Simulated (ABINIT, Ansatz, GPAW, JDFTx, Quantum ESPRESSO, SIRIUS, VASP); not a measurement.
# HfC: 8 runs at one level of theory

```
Hf C
1.0
     0.00000    2.32500    2.32500
     2.32500    0.00000    2.32500
     2.32500    2.32500    0.00000
Hf C
1 1
Direct
  0.50000 0.50000 0.50000
  0.00000 0.00000 0.00000
```

Alike in all runs: task single point; functional PBEsol; k mesh 10 × 10 × 10; occupations fermi-dirac, width 0.05 eV; no spin polarisation; no spin-orbit coupling. Pressure is positive in compression and, in plane waves, holds the error of the finite cutoff, which Ansatz's Pulay term estimates and takes out.

```csv
program and potentials,plane-wave cutoff (eV),notes,band gap (eV),pressure (GPa)
"Ansatz, Ansatz PAW",420,"potentials made for PBE, which Ansatz adapts in part; 15 valence electrons an atom on average; Pulay term of +0.24 GPa included",no gap,-6.52
"Ansatz, all-electron LAPW, scalar-relativistic",-,-,no gap,-6.48
"ABINIT, PseudoDojo NC SR PBEsol v0.4.1 standard",1116,8 valence electrons an atom on average,no gap,-6.22
"JDFTx, PseudoDojo-SR-PBEsol-0.4.1-standard with smoothed tails",1116,8 valence electrons an atom on average,?,?
"GPAW, PAW data sets generated for this functional",800,8 valence electrons an atom on average,no gap,-5.31
"SIRIUS, PseudoDojo 0.4.1 PBEsol standard (scalar relativistic)",1127,8 valence electrons an atom on average,no gap,-6.22
"Quantum ESPRESSO, GBRV 1.5 PBEsol",612,8 valence electrons an atom on average,no gap,-6.29
"VASP, PBE PAW files C, Hf_pv, 520 eV",520,potentials made for PBE; 7 valence electrons an atom on average,no gap,-6.96
```

Question: Estimate from the other rows what the run with JDFTx, PseudoDojo-SR-PBEsol-0.4.1-standard with smoothed tails gave.

Answer: No band gap; pressure -6.21 GPa. The other rows, which needn't bracket it: pressure -6.96 to -5.31.
